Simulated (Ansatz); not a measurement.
In:

```
In
1.0
    -1.88253    1.88253    1.88253
     1.88253   -1.88253    1.88253
     1.88253    1.88253   -1.88253
In
1
Direct
  0.00000 0.00000 0.00000
```

This isn't the form of In at room conditions, which is tetragonal.

A run of Ansatz 0.2.0 on this cell left the log below. Logs are shortened: lines on timing, memory, paths and dates and some standing lists are left out, and cuts for length are marked.

```text
Warning: RAYON_NUM_THREADS=2 ignored (pool sized by the plan → 2); use --threads N
Engine: ansatz 0.2.0, aarch64-unknown-linux-gnu
Pseudopotentials: kind: paw
Pseudopotential: In, paw, valence charge 13, recommended cutoff 420 eV (normal), In.paw.azcp
Functional definition: PBEsol
  exchange = pbesol_x
  correlation = pbesol_c
Crystal: 1 atoms, lattice volume = 26.686 Å³
Basis set: ecut = 420 eV, 531 PW (Γ), exchange–correlation on 48×48×48 points (8 copies of the dense FFT grid, shifted against one another)
Bands: 11, of which v1, the nominal top of the filled ones, is band 7 counted from 1 (6 counted from 0)
Symmetry: 48 space group operations
Space group: Im-3m (ITA 229), of the structure as read, at distance tolerance 3.0e-5 Å
k-points: 47 of 1000
Non-local potential: In, projectors of the file, l = 0: 2, l = 1: 2, l = 2: 2, l = 3: 2
PAW form: soft (Blöchl's): semilocal exchange-correlation on the pseudo side does not see the compensation charge
PAW frozen core: In, regenerated for the run's functional, and the local potential with it (the file was generated under x = pbe(κ = 0.804, μ = 0.2195149727645171), c = pbe(β = 0.06672455060314922))
PAW one-centre angular grid: In, 590 points (default); XC on 64 Gauss nodes
Initial density: superposition of atomic densities (neutral atoms: chi_scale 0, normalization atom), corrected by the library's trained network
Initial wavefunctions: pseudopotential atomic-orbital guess
Functional: x = pbesol(κ = 0.804, μ = 0.12345679012345678), c = pbesol(β = 0.046)
SCF iter   1: F=—  HF=-5525.399048 eV  |F-HF|=—  |Δ(HF+E_count)|=         —  Δρ=3.17e-3  dr2=2.41e-3  ethr=1.77e-3  ⟨swp⟩=5.7  Hψ=3094  notcnv=0
preconditioner: auto → Kerker (q_TF=auto, 2.420 Å⁻¹)  [metal: Δε(μ)=0.034 eV  Ē_g=19.616 eV  σ=0.050 eV  W_gap=0.17  n_scr=12 (ndim 8)  ℏωp=25.9 eV  f_vac=0.000  D(μ)=0.77/eV (n_scr^D=0)]
SCF iter   2: F=—  HF=-5525.397363 eV  |F-HF|=—  |Δ(HF+E_count)|=   1.69e-3  Δρ=1.28e-3  dr2=4.80e-4  ethr=1.85e-5  ⟨swp⟩=1.6  Hψ=994  notcnv=0
SCF iter   3: F=—  HF=-5525.397160 eV  |F-HF|=—  |Δ(HF+E_count)|=   2.03e-4  Δρ=3.33e-4  dr2=1.77e-5  ethr=3.69e-6  ⟨swp⟩=2.2  Hψ=769  notcnv=0  defer=2
SCF iter   4: F=—  HF=-5525.397166 eV  |F-HF|=—  |Δ(HF+E_count)|=   5.99e-6  Δρ=2.06e-4  dr2=9.56e-6  ethr=1.36e-7  ⟨swp⟩=2.0  Hψ=781  notcnv=0  defer=2
iter 5 did not close the SCF: its close was put off for the readings that it lacked (scf_convergence_deferred on its scf_iter line)
SCF iter   5: F=-5525.397161 eV  HF=-5525.397161 eV  |F-HF|=6.00e-10  |Δ(HF+E_count)|=   5.11e-6  Δρ=1.82e-5  dr2=6.53e-8  ethr=7.35e-8  ⟨swp⟩=2.0  Hψ=791  notcnv=0  defer=2
SCF iter   6: F=-5525.397161 eV  HF=-5525.397161 eV  |F-HF|=7.51e-10  |Δ(HF+E_count)|=   3.52e-9  Δρ=3.92e-6  dr2=2.68e-9  ethr=5.02e-10  ⟨swp⟩=4.7  Hψ=2350  notcnv=0
SCF 1 converged in 6 iterations: F = -5525.397161 eV  dr2 = 2.68e-9
  greatest PAW one-centre occupation: 0.982 electrons in one spin orbital (limit 2), on the In atom at site 0 (counted from 0), in its partial waves of l = 2
relax step   1: F+E_penalty+E_count = -5525.39716086 eV  Δ(F+E_penalty+E_count) = +0.000e0 eV  max|allowed force component| = 0.000e0 eV/Å  Δτ_max = 0.0000 Å  P = -1.336 GPa  Ω = 26.686 Å³  (6 SCF iters, dr2 threshold 1.00e-7 eV, accepted)
Crystal: 1 atoms, lattice volume = 25.926 Å³
[... 33 lines left out ...]
Internal energy: -5525.395802 eV  (E = F + TS)
E sigma→0 (E₀):  -5525.398455 eV
Entropy (-TS):   -0.005306 eV (-5.306 meV/atom)
Fermi energy:    10.234118 eV
--- Per-component energies (eV) ---
  E_band       = -22.247898
  E_kinetic    = 241.756878
  E_local      = -1066.072207  (includes V_loc(G=0)·N_el)
  E_nonlocal   = 367.345692
  E_hartree    = 416.853692
  E_xc         = -214.257855
  E_vxc        = -100.672836  (∫ρ·V_xc dr)
  E_paw        = -4081.225227  (= ΣΔE_a)
  E_vpaw       = -298.312855  (= ΣTr[D̂ρ^β])
  E_aug_tail   = 0.000026  (compensation charges beyond the density's cutoff)
  E_ewald      = -1190.032703
  E_core_change = 0.235902  (= ΣΔE_core)
  E_smearing   = -0.005306  (= −TS)
  E_closure    = -0.000000  (closes the sum)
  Σ components = -5525.401108   (vs F -5525.401108, Δ=0.00e0)
--- Forces (eV/Å), atoms counted from 1 ---
  atom   1  In     0.00000000    -0.00000000     0.00000000
  max |Σ_I F_I| component: 3.37e-31 eV/Å
--- Stress (GPa, compression-positive) ---
        0.017427       0.000000       0.000000
        0.000000       0.017427       0.000000
       -0.000000       0.000000       0.017427
  P = ⅓ Tr σ = 0.0174 GPa (0.174 kbar)
--- Band table (eV; the first three rows and the last of 47) ---
  k-point 0: bands = ["-4.3146", "-4.3146", "-4.3146", "-4.0222", "-4.0222", "0.6415", "21.5725", "21.5725", "21.5725", "23.3406", "23.3406"]
  k-point 1: bands = ["-4.3261", "-4.3048", "-4.2714", "-4.0341", "-4.0225", "0.8766", "19.3945", "20.5469", "20.9824", "22.3756", "22.6643"]
  k-point 2: bands = ["-4.3559", "-4.2918", "-4.1563", "-4.0572", "-4.0233", "1.5910", "15.8244", "18.9001", "19.7324", "21.5874", "21.7416"]
  k-point 46: bands = ["-4.4324", "-4.4324", "-3.8848", "-3.8848", "-3.8848", "11.4289", "11.5546", "11.5546", "11.5546", "15.6176", "15.6176"]
--- Relaxed structure (3 steps of the walk, 3 accepted, 1 SCFs on fresh bases) ---
  F+E_penalty+E_count = -5525.40110824 eV   max|allowed force component| = 0.000e0 eV/Å   (the final SCF, on the basis selected at the relaxed cell)
  cell:  # Å, volume = 25.7602 Å³
    - [-1.8604993917475687, 1.8604993917475687, 1.8604993917475687]
    - [1.8604993917475687, -1.8604993917475687, 1.8604993917475687]
    - [1.8604993917475687, 1.8604993917475687, -1.8604993917475687]
  atoms:
    - { symbol: In, position: [0.0, 0.0, 0.0] }
```

Q: Write the input and the command behind it.

A: Relaxation of cell and atoms with PBEsol, no spin polarisation. The files as run (others can give the same):

input.yaml
```yaml
crystal:
  lattice:
    - [-1.88252524, 1.88252524, 1.88252524]
    - [1.88252524, -1.88252524, 1.88252524]
    - [1.88252524, 1.88252524, -1.88252524]
  atoms:
    - { symbol: In, position: [0.0, 0.0, 0.0] }
hamiltonian:
  xc: pbesol
  pseudopotentials: { kind: paw }
kpoints:
  mp_grid: { grid: [10, 10, 10] }
scf:
  occupations: { method: fermi_dirac, width: 0.05 }
output:
  forces: true
  stress: true
  eigenvalues: true
relax:
  f_tol: 0.01
  max_steps: 40
  cell: { stress_tol: 0.05 }
```

Potentials or basis: Ansatz PAW.
Command:
```bash
$ ansatz run input.yaml --threads 2 --pin off --max-ram 5632MiB --backend cpu --events-out ev --progress --plain --runs-dir out
```

Caveat: the plane-wave basis is chosen anew once the cell has moved, so the energies of steps on either side of that aren't comparable; the PAW data sets come from PBE, with cores solved anew for the run's functional, which leaves a small shift of forces and pressure.
